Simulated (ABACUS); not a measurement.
Runs of ABACUS 3.10.1 on BP. It takes space group F-43m (No. 216, cubic). The conventional cell has a = 4.538 Å, b = 4.538 Å, c = 4.538 Å, α = 90.00°, β = 90.00°, γ = 90.00°. P (site symmetry -43m) is surrounded by 4 B at 1.97 Å. B (site symmetry -43m) has 4 P at 1.97 Å as nearest neighbours. 

```csv
task,level,potentials or basis,cell,k mesh,cutoff (eV),max steps of the relaxation,force threshold,optimiser,stress threshold,SCF threshold on the density,gap on the mesh (eV),pressure (GPa),relaxed volume (Å³/atom)
relaxation of cell and atoms,AM05,"GBRV ultrasoft 1.5 PBE, plane waves",relaxed,8 × 8 × 8,544,60,0.02 eV/Å,cg,0.2 kbar,1e-08,(a),0.0,11.52
single point,AM05,"GBRV ultrasoft 1.5 PBE, plane waves",as given,8 × 8 × 8,544,-,-,-,-,1e-08,1.16,-2.3,-
single point,PBE,"SSSP 1.3 efficiency PBE, plane waves",as given,8 × 8 × 8,748,-,-,-,-,1e-08,1.28,1.1,-
relaxation of cell and atoms,PBE,"SG15 ONCV 1.2 PBE, TZDP LCAO (the cutoffs set its grid)",relaxed,9 × 9 × 9,1361,-,0.01 eV/Å,ASE LBFGS,-,1e-07,1.30,0.0,11.73
single point,SCAN,"SG15 ONCV 1.2 PBE, plane waves",as given,6 × 6 × 6,1197,-,-,-,-,1e-08,(b),-0.9,-
relaxation of cell and atoms,PBE,"PseudoDojo NC SR 0.5 PBE standard, DZP LCAO (the cutoffs set its grid)",relaxed,9 × 9 × 9,1361,60,0.01 eV/Å,cg,0.5 kbar,1e-07,-,0.0,11.97
single point,PBE,"PseudoDojo NC SR 0.4.1 PBE standard, plane waves",as given,10 × 10 × 10,1034,-,-,-,-,1e-08,1.25,1.0,-
```

Alike in all rows: no spin polarisation; smearing fermi-dirac 0.05 eV.

Fill in the values left out.

(a) 1.14; (b) 1.68.

Caveats: the potentials were made for another functional, which shifts forces and pressure (some runs); the atomic orbitals were generated for these runs and aren't a published set (some runs); the basis of atomic orbitals isn't converged, which shifts pressures, moduli and gaps (some runs); an odd mesh through Γ misses points on the zone boundary, where band edges often lie (some runs).

Not every run made on this cell is shown here.
